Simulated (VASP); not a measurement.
Runs of VASP 6.6.1 on ScAl3. Symmetry: Pm-3m, No. 221, cubic system. The conventional cell has a = 4.088 Å, b = 4.088 Å, c = 4.088 Å, α = 90.00°, β = 90.00°, γ = 90.00°. Sc (site symmetry m-3m) is surrounded by 12 Al at 2.89 Å. Al (site symmetry 4/mmm) has 4 Sc at 2.89 Å and 8 Al at 2.89 Å as nearest neighbours. The cell is a database's computed one.

```tsv
task	level	cell	cutoff (eV)	smearing	gap on the mesh (eV)	pressure (GPa)	relaxed volume (Å³/atom)
relaxation of cell and atoms	vdW-DF-cx	relaxed	600	fermi-dirac 0.05 eV	none	0.0	17.03
relaxation of cell and atoms	optB88-vdW	relaxed	600	fermi-dirac 0.05 eV	none	0.0	17.25
relaxation of cell and atoms	vdW-DF	relaxed	600	fermi-dirac 0.05 eV	none	0.0	17.76
relaxation of cell and atoms	optPBE-vdW	relaxed	600	fermi-dirac 0.05 eV	none	0.0	(c)
relaxation of cell and atoms	optB86b-vdW	relaxed	600	fermi-dirac 0.05 eV	none	0.0	(b)
single point	PBE	as given	520	gaussian 0.013 eV	none	1.1	-
relaxation of cell and atoms	rev-vdW-DF2	relaxed	600	fermi-dirac 0.05 eV	none	-0.1	17.12
relaxation of cell and atoms	BEEF-vdW	relaxed	600	fermi-dirac 0.05 eV	none	0.0	17.16
relaxation of cell and atoms	vdW-DF2	relaxed	600	fermi-dirac 0.05 eV	none	0.0	(a)
```

Alike in all rows: potentials or basis VASP PAW PBE potentials, release 64 (Sc_sv, Al); no spin polarisation; k mesh 7 × 7 × 7.

Fill in the values left out.

(a) 17.71; (b) 17.11; (c) 17.41.

Caveats: the PAW data sets were made with another functional, which shifts forces and pressure a little (some runs).

A gap of «none» marks a metal or a gap under the smearing width.
